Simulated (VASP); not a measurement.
VASP inputs for CaO (CsCl)

INCAR

```
ISMEAR = 0
PREC = Accurate
EDIFF = 1E-7
LASPH = .TRUE.
IBRION = -1
LWAVE = .FALSE.
NSW = 0
NBANDS = 15
GGA = PS
ISIF = 2
LCHARG = .FALSE.
ENCUT = 520
SIGMA = 0.01
LREAL = .FALSE.
NELM = 120
```

KPOINTS

```
KPOINTS created by Atomic Simulation Environment
0
Gamma
8 8 8
0 0 0
```

KPOINTS_OPT

```
special points
4
Reciprocal
0.0000000000 0.0000000000 0.0000000000 1
0.0000000000 0.5000000000 0.0000000000 1
0.5000000000 0.5000000000 0.0000000000 1
0.5000000000 0.5000000000 0.5000000000 1
```

POSCAR

```
Ca O
 1.0000000000000000
     2.9032089642333831    0.0000000000000000   -0.0000000000000000
    -0.0000000000000000    2.9032089642333831    0.0000000000000000
    -0.0000000000000000    0.0000000000000000    2.9032089642333831
 Ca  O
   1   1
Cartesian
  0.0000000000000000 -0.0000000000000000 -0.0000000000000000
  1.4516044821166916  1.4516044821166916  1.4516044821166916
```

VASP ran with the recommended PBE PAW datasets (16 valence electrons in the cell).

Task: What does this run give?

Result: gap between bands v and c 2.68 eV; least direct gap 2.99 eV; pressure -1.1 GPa.

Band v is the last that the valence electrons fill when counted band by band, and c is the next. Levels in eV from the top of v:

```tsv
point	v−1	v	c	c+1
Γ	-0.31	-0.31	2.68	2.68
X	-0.81	-0.81	3.71	7.18
M	-2.14	0.00	3.81	4.71
R	-3.49	-3.49	7.98	7.98
```
